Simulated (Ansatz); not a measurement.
Sb:

```xyz
2
Lattice="3.3545 0.0000 0.0000 -1.6773 2.9051 0.0000 0.0000 0.0000 5.4702" Properties=species:S:1:pos:R:3 pbc="T T T"
Sb    1.6773    0.9684    4.1026
Sb    0.0000    1.9367    1.3675
```

This isn't the form of Sb at room conditions, which is rhombohedral.

- Program: Ansatz 0.2.0
- Task: relaxation of cell and atoms
- Functional: PBE0
- Potentials or basis: Ansatz PAW
- Cutoff: 420 eV (not typed: the program's choice for these potentials)
- k mesh: 5 × 5 × 3
- Occupations: fermi-dirac, width 0.05 eV
- Spin: no spin polarisation

At the start: volume 26.65 Å³/atom.

Task: How do energy, volume and symmetry change on relaxing?

Result: It ends after 5 steps and the volume is 25.80 Å³/atom (-3.2 %); space group P6_3/mmc (No. 194, to 0.05 Å).

The path:
```tsv
step	energy change (eV)	largest force (eV/Å)	volume (Å³)
1	0.0000	0.0000	53.31
2	-0.0320	0.0000	51.96
3	-0.0329	0.0000	51.56
4	-0.0329	0.0000	51.59
5	-0.0325	0.0000	51.59
```

Final structure:
```yaml
crystal:
  lattice:
    - [3.28561, 0.00000, 0.00000]
    - [-1.64280, 2.84542, 0.00000]
    - [0.00000, 0.00000, 5.51874]
  atoms:
    - { symbol: Sb, position: [0.66667, 0.33333, 0.75000] }
    - { symbol: Sb, position: [0.33333, 0.66667, 0.25000] }
```

Caveat: the k mesh is coarse (spacing up to 0.43 Å⁻¹), so the values aren't converged, least of all with exact exchange; the plane-wave basis is chosen anew once the cell has moved, so the energies of steps on either side of that aren't comparable; the PAW data sets come from PBE, with cores solved anew for the run's functional, which leaves a small shift of forces and pressure.
